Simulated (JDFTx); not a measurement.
# SnO (P4/nmm) in JDFTx: equation of state

How stiff is SnO in PBEsol, and what volume does it want? The cell is scaled to several volumes.

All numbers are computed with JDFTx 1.7.0 (patched build); they aren't measurements. Logs are shortened: lines on timing, memory, paths and dates and some standing lists are left out, and cuts for length are marked. The log counts tension as positive stress, the text compression.

### 1 The structure

Symmetry: P4/nmm, No. 129, tetragonal system. The conventional cell has a = 3.814 Å, b = 3.814 Å, c = 4.887 Å, α = 90.00°, β = 90.00°, γ = 90.00°. Sn (site symmetry 4mm) has 4 O at 2.23 Å as nearest neighbours. Around O (site symmetry -4m2) lie 4 Sn at 2.23 Å.

The cell is a database's computed one.

### 2 Equation of state, PBEsol, 16.70 Å³/atom (volume scaled by 0.94)

Contents of SnO.in:

```
lattice \
    7.0597198508     0.0000000000     0.0000000000 \
    0.0000000000     7.0597198508     0.0000000000 \
    0.0000000000     0.0000000000     9.0464069211
coords-type Lattice
ion Sn     0.5000000000     0.0000000000     0.7646261400 1
ion Sn     0.0000000000     0.5000000000     0.2353738600 1
ion O      0.0000000000     0.0000000000     0.0000000000 1
ion O      0.5000000000     0.5000000000     0.0000000000 1

ion-species pseudo/Sn.upf
ion-species pseudo/O.upf
elec-cutoff 42 336
elec-ex-corr gga-PBEsol
kpoint-folding 7 7 6
elec-smearing Fermi 0.0018374661
elec-n-bands 27
electronic-SCF nIterations 100 energyDiffThreshold 1e-09
electronic-minimize nIterations 30 energyDiffThreshold 1e-7
forces-output-coords Cartesian

dump-name run.$VAR
dump End Ecomponents EigStats BandEigs Kpoints Forces Stress
```

Potentials or basis: PseudoDojo-SR-PBEsol-0.4.1-standard with smoothed tails.

Started as:

```console
$ jdftx -c 1 -i SnO.in -o SnO.out
```

Log:

```text
*************** JDFTx 1.7.0 (patched build) ***************

Input parsed successfully to the following command list (including defaults):
[... the input with its defaults ...]

---------- Setting up symmetries ----------

Found 16 point-group symmetries of the bravais lattice
Found 16 space-group symmetries with basis
Applied RMS atom displacement 0 bohrs to make symmetries exact.

---------- Initializing the Grid ----------
R =
[      7.05972            0            0  ]
[            0      7.05972            0  ]
[            0            0      9.04641  ]
unit cell volume = 450.87
G =
[   0.890005          0          0  ]
[          0   0.890005          0  ]
[          0          0    0.69455  ]
Minimum fftbox size, Smin = [  60  60  76  ]
Chosen fftbox size, S = [  60  60  80  ]

---------- Initializing tighter grid for wavefunction operations ----------
R =
[      7.05972            0            0  ]
[            0      7.05972            0  ]
[            0            0      9.04641  ]
unit cell volume = 450.87
G =
[   0.890005          0          0  ]
[          0   0.890005          0  ]
[          0          0    0.69455  ]
Minimum fftbox size, Smin = [  44  44  56  ]
Chosen fftbox size, S = [  48  48  56  ]

---------- Exchange Correlation functional ----------
Initalized PBEsol GGA exchange.
Initalized PBEsol GGA correlation.

---------- Setting up pseudopotentials ----------
Width of ionic core gaussian charges (only for fluid interactions / plotting) set to 0

Reading pseudopotential file 'pseudo/Sn.upf':
  'Sn' pseudopotential, 'PBESOL' functional
  Generated using ONCVPSP code by D. R. Hamann
  14 valence electrons, 3 orbitals, 6 projectors, 1001 radial grid points, with lMax = 2
    4D    l: 2   occupation: 10.0   eigenvalue: -0.947846
    5S    l: 0   occupation:  2.0   eigenvalue: -0.389375
    5P    l: 1   occupation:  2.0   eigenvalue: -0.136297
  Core radius for overlap checks: 2.33 bohrs.

Reading pseudopotential file 'pseudo/O.upf':
  'O' pseudopotential, 'PBESOL' functional
  Generated using ONCVPSP code by D. R. Hamann
  6 valence electrons, 2 orbitals, 5 projectors, 936 radial grid points, with lMax = 2
    2S    l: 0   occupation:  2.0   eigenvalue: -0.874950
    2P    l: 1   occupation:  4.0   eigenvalue: -0.329796
  Core radius for overlap checks: 1.39 bohrs.

Initialized 2 species with 4 total atoms.

Folded 1 k-points by 7x7x6 to 294 k-points.

---------- Setting up k-points, bands, fillings ----------
Reduced to 40 k-points under symmetry.
Computing the number of bands and number of electrons
Calculating initial fillings.
nElectrons:  40.000000   nBands: 27   nStates: 40

----- Setting up reduced wavefunction bases (one per k-point) -----
average nbasis = 5860.514 , ideal nbasis = 5861.638

---------- Setting up ewald sum ----------
Optimum gaussian width for ewald sums = 2.428010 bohr.
Real space sum over 1089 unit cells with max indices [  5  5  4  ]
Reciprocal space sum over 2535 terms with max indices [  6  6  7  ]

---------- Allocating electronic variables ----------
Initializing wave functions:  linear combination of atomic orbitals
Note: number of bands (27) exceeds available atomic orbitals (26)
Sn pseudo-atom occupations:   s ( 2 )  p ( 2 )  d ( 10 )
O pseudo-atom occupations:   s ( 2 )  p ( 4 )
	FillingsUpdate:  mu: +0.604086572  nElectrons: 40.000000
LCAOMinimize: Iter:   0  F: -166.9705643659788734  |grad|_K:  7.438e-03  alpha:  1.000e+00
	FillingsUpdate:  mu: +0.499593036  nElectrons: 40.000000
LCAOMinimize: Iter:   1  F: -167.2013760407790244  |grad|_K:  4.168e-03  alpha:  1.706e-01  linmin: -4.526e-01  cgtest:  8.767e-01
LCAOMinimize: Encountered beta<0, resetting CG.
[... 16 lines of inner loops ...]
LCAOMinimize: Iter:   7  F: -167.2887484664088902  |grad|_K:  1.208e-06  alpha:  8.063e-01  linmin:  3.632e-04  cgtest: -1.234e-02
	FillingsUpdate:  mu: +0.447009195  nElectrons: 40.000000
LCAOMinimize: Iter:   8  F: -167.2887484830315543  |grad|_K:  2.136e-07  alpha:  7.822e-01  linmin:  9.665e-05  cgtest:  5.198e-03
LCAOMinimize: Converged (|Delta F|<1.000000e-06 for 2 iters).

-------- Electronic minimization -----------
Will mix electronic density at each iteration.
	FillingsUpdate:  mu: +0.447009195  nElectrons: 40.000000
	FillingsUpdate:  mu: +0.418744521  nElectrons: 40.000000
SCF: Cycle:  0   F: -167.394114789085535   dF: -1.054e-01   |Residual|: 2.085e-01   |deigs|: 4.772e-02
	FillingsUpdate:  mu: +0.406582938  nElectrons: 40.000000
SCF: Cycle:  1   F: -167.417959495587183   dF: -2.384e-02   |Residual|: 3.855e-02   |deigs|: 1.539e-02
	FillingsUpdate:  mu: +0.407080838  nElectrons: 40.000000
SCF: Cycle:  2   F: -167.423194077542490   dF: -5.235e-03   |Residual|: 2.584e-02   |deigs|: 5.024e-03
	FillingsUpdate:  mu: +0.406161835  nElectrons: 40.000000
SCF: Cycle:  3   F: -167.423537327440556   dF: -3.432e-04   |Residual|: 8.884e-03   |deigs|: 1.019e-03
	FillingsUpdate:  mu: +0.405994895  nElectrons: 40.000000
SCF: Cycle:  4   F: -167.423567454125163   dF: -3.013e-05   |Residual|: 1.647e-03   |deigs|: 4.045e-04
	FillingsUpdate:  mu: +0.405982519  nElectrons: 40.000000
SCF: Cycle:  5   F: -167.423570432292479   dF: -2.978e-06   |Residual|: 6.128e-04   |deigs|: 1.258e-04
	FillingsUpdate:  mu: +0.405996366  nElectrons: 40.000000
SCF: Cycle:  6   F: -167.423570825452060   dF: -3.932e-07   |Residual|: 1.356e-04   |deigs|: 3.705e-05
	FillingsUpdate:  mu: +0.406005300  nElectrons: 40.000000
SCF: Cycle:  7   F: -167.423570896620674   dF: -7.117e-08   |Residual|: 4.171e-05   |deigs|: 2.483e-05
	FillingsUpdate:  mu: +0.406007657  nElectrons: 40.000000
SCF: Cycle:  8   F: -167.423570914683324   dF: -1.806e-08   |Residual|: 3.173e-05   |deigs|: 2.092e-05
	FillingsUpdate:  mu: +0.406006407  nElectrons: 40.000000
SCF: Cycle:  9   F: -167.423570920325886   dF: -5.643e-09   |Residual|: 2.067e-05   |deigs|: 3.919e-05
	FillingsUpdate:  mu: +0.406007199  nElectrons: 40.000000
SCF: Cycle: 10   F: -167.423570922420680   dF: -2.095e-09   |Residual|: 8.448e-06   |deigs|: 2.678e-05
	FillingsUpdate:  mu: +0.406007762  nElectrons: 40.000000
SCF: Cycle: 11   F: -167.423570922963137   dF: -5.425e-10   |Residual|: 1.793e-06   |deigs|: 1.525e-05
	FillingsUpdate:  mu: +0.406007886  nElectrons: 40.000000
SCF: Cycle: 12   F: -167.423570923162401   dF: -1.993e-10   |Residual|: 9.774e-07   |deigs|: 1.552e-05
SCF: Converged (|Delta E|<1.000000e-09 for 2 iters).

Setting wave functions to eigenvectors of Hamiltonian

# Stress tensor in Cartesian coordinates [Eh/a0^3]:
[ -0.000252948            0            0  ]
[            0 -0.000252948            0  ]
[            0            0 -0.000177773  ]

# Ionic positions in lattice coordinates:
ion Sn   0.500000000000000   0.000000000000000   0.764626140000000 1
ion Sn   0.000000000000000   0.500000000000000   0.235373860000000 1
ion O   0.000000000000000   0.000000000000000   0.000000000000000 1
ion O   0.500000000000000   0.500000000000000   0.000000000000000 1

# Forces in Cartesian coordinates:
force Sn   0.000000000000000   0.000000000000000  -0.021592984632307 1
force Sn   0.000000000000000   0.000000000000000   0.021592984632304 1
force O   0.000000000000000   0.000000000000000  -0.000000000000000 1
force O   0.000000000000000   0.000000000000000  -0.000000000000000 1

# Energy components:
   Eewald =     -119.4992090594233218
       EH =       47.5416823409639662
     Eloc =     -132.9740566552451924
      Enl =      -49.8063932761897519
      Exc =      -51.9906861883141502
 Exc_core =       22.8317501500475473
       KE =      116.4734068313929782
-------------------------------------
     Etot =     -167.4235058567679175
       TS =        0.0000650663944932
-------------------------------------
        F =     -167.4235709231624014

IonicMinimize: Iter:   0  F: -167.423570923162401  |grad|_K:  8.815e-03
IonicMinimize: None of the convergence criteria satisfied after 0 iterations.

#--- Lowdin population analysis ---
# oxidation-state Sn +0.795 +0.795
# oxidation-state O -0.733 -0.733

Dumping 'run.eigStats' ...
	eMin: -0.415848 at state 0 ( [ +0.000000 +0.000000 +0.000000 ] spin 0 )
	HOMO: +0.403347 at state 0 ( [ +0.000000 +0.000000 +0.000000 ] spin 0 )
	mu  : +0.406008
	LUMO: +0.408165 at state 36 ( [ +0.428571 +0.428571 +0.000000 ] spin 0 )
	eMax: +0.772492 at state 39 ( [ +0.428571 +0.428571 +0.500000 ] spin 0 )
	HOMO-LUMO gap: +0.004818
	Optical gap  : +0.071985 at state 1 ( [ +0.000000 +0.000000 +0.166667 ] spin 0 )
Done!
```

It took 4.9 min on 1 thread of AMD EPYC 7R43 (Zen 3), shared host; peak memory 0.36 GiB.

What came out:

```yaml
Free_energy: -4555.8275 eV
Pressure: 6.7 GPa
Largest_force: 1.110 eV/Å
Band_gap_on_the_k_mesh: 0.13 eV, indirect (least direct gap 1.96 eV)
Loewdin_charges: Sn +0.80; O -0.73 e
```

Caveat: spin-orbit coupling is left out, which moves the levels of the heavy elements; an odd mesh through Γ misses points on the zone boundary, where band edges often lie; forces of over 1 eV/Å show positions far from the minimum, so gaps and moduli don't describe the material at rest.

(Continued in part 2 of 2.)
